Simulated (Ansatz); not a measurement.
AlFe:

```
Fe Al
1.0
     2.91000    0.00000    0.00000
     0.00000    2.91000    0.00000
     0.00000    0.00000    2.91000
Fe Al
1 1
Direct
  0.50000 0.50000 0.50000
  0.00000 0.00000 0.00000
```

| Quantity | Value |
| --- | --- |
| Program | Ansatz 0.2.0 |
| Task | relaxation of cell and atoms |
| Functional | B3LYP |
| Potentials or basis | Ansatz PAW |
| Cutoff | 420 eV (not typed: the program's choice for these potentials) |
| k mesh | 5 × 5 × 5 |
| Occupations | fermi-dirac, width 0.05 eV |
| Spin | collinear spin, ferromagnetic start |
| Starting moments | [3.0, 0.0] μB |

At the start: volume 12.32 Å³/atom.

Where does the relaxation end?

It ends after 5 steps and the volume is 11.73 Å³/atom (-4.8 %); space group Pm-3m (No. 221, to 0.05 Å); moment 0.87 μB per cell.

The path:
| step | energy change (eV) | largest force (eV/Å) | volume (Å³) |
| --- | --- | --- | --- |
| 1 | 0.0000 | 0.0000 | 24.64 |
| 2 | -0.0283 | 0.0000 | 23.83 |
| 3 | -0.0317 | 0.0000 | 23.43 |
| 4 | -0.0317 | 0.0000 | 23.46 |
| 5 | -0.0310 | 0.0000 | 23.46 |

Final structure:
```
Fe Al
1.0
     2.86276    0.00000    0.00000
     0.00000    2.86276    0.00000
     0.00000    0.00000    2.86276
Fe Al
1 1
Cartesian
  1.4314 1.4314 1.4314
  0.0000 0.0000 0.0000
```

Caveat: the k mesh is coarse (spacing up to 0.43 Å⁻¹), so the values aren't converged, least of all with exact exchange; the magnetic or orbital state may not be the lowest; the plane-wave basis is chosen anew once the cell has moved, so the energies of steps on either side of that aren't comparable; the PAW data sets come from PBE, with cores solved anew for the run's functional, which leaves a small shift of forces and pressure.
